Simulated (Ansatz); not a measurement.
PbS: strain and displacement

```
Pb S
1.0
     2.94050   -2.90000    0.00000
     2.94050    2.90000    0.00000
    -1.08005    0.00000   11.70929
Pb S
2 2
Direct
  0.77560 0.77560 0.63638
  0.22440 0.22440 0.36362
  0.26840 0.26840 0.59860
  0.73160 0.73160 0.40140
```

Atom numbers follow the list: Pb1, Pb2, S3, S4.

The conventional cell has a = 5.881 Å, b = 5.800 Å, c = 11.759 Å, α = 90.00°, β = 95.27°, γ = 90.00°. Pb (atom 1) has 5 S at 2.75 to 2.98 Å as nearest neighbours. S (atom 3) is surrounded by 5 Pb at 2.75 to 2.98 Å.

The cell is COD entry 2106944, as deposited and not checked against the literature; nothing was relaxed.

No spin–orbit coupling, which matters for the heavy atoms here.

Theory: DFT, PBE, PAW with Ansatz's default frozen-core files, scalar-relativistic (Ansatz 0.2.0).

Numerical set-up: a Γ-centred 7×7×3 k mesh, Fermi–Dirac smearing of 0.01 eV, cutoff 420 eV, no spin polarisation.

The unchanged cell is at 0.26 GPa.

x, y and z are the Cartesian axes of the cell as listed; fractional coordinates follow a strain, and an engineering shear is twice the off-diagonal strain component.

With equal xy, yz and zx engineering shear strains of -3 %: energy change +3.1 meV/atom; stress change (xx, yy, zz, yz, xz, xy) 0.00, 0.00, 0.00, 0.16, 0.16, 0.34 GPa, compression positive; change of the force on S3 (0.077, 0.077, 0.000) eV/Å; gap on the k mesh 1.27 → 1.25 eV.

(1) With this change (equal xy, yz and zx engineering shear strains of -1 %), what becomes of the energy and stress and forces and gap?

(2) With this change (equal xy, yz and zx engineering shear strains of +2 %), what becomes of the energy and stress and forces and gap?

(3) With this change (equal xy, yz and zx engineering shear strains of -2 %), what becomes of the energy and stress and forces and gap?

(4) With this change (equal xy, yz and zx engineering shear strains of +1 %), what becomes of the energy and stress and forces and gap?

With equal xy, yz and zx engineering shear strains of +3 %: energy change +3.4 meV/atom; stress change (xx, yy, zz, yz, xz, xy) 0.00, 0.00, 0.00, -0.17, -0.17, -0.35 GPa, compression positive; change of the force on S3 (-0.087, -0.088, 0.000) eV/Å; gap on the k mesh 1.27 → 1.25 eV.

## Answers

(1) Energy change +0.3 meV/atom; stress change (xx, yy, zz, yz, xz, xy) 0.00, 0.00, 0.00, 0.05, 0.05, 0.12 GPa, compression positive; change of the force on S3 (0.027, 0.027, 0.000) eV/Å; gap on the k mesh 1.27 → 1.27 eV.

(2) Energy change +1.5 meV/atom; stress change (xx, yy, zz, yz, xz, xy) 0.00, 0.00, 0.00, -0.11, -0.11, -0.24 GPa, compression positive; change of the force on S3 (-0.057, -0.057, 0.000) eV/Å; gap on the k mesh 1.27 → 1.27 eV.

(3) Energy change +1.4 meV/atom; stress change (xx, yy, zz, yz, xz, xy) 0.00, 0.00, 0.00, 0.11, 0.11, 0.23 GPa, compression positive; change of the force on S3 (0.053, 0.053, 0.000) eV/Å; gap on the k mesh 1.27 → 1.26 eV.

(4) Energy change +0.4 meV/atom; stress change (xx, yy, zz, yz, xz, xy) 0.00, 0.00, 0.00, -0.06, -0.06, -0.12 GPa, compression positive; change of the force on S3 (-0.028, -0.028, 0.000) eV/Å; gap on the k mesh 1.27 → 1.27 eV.
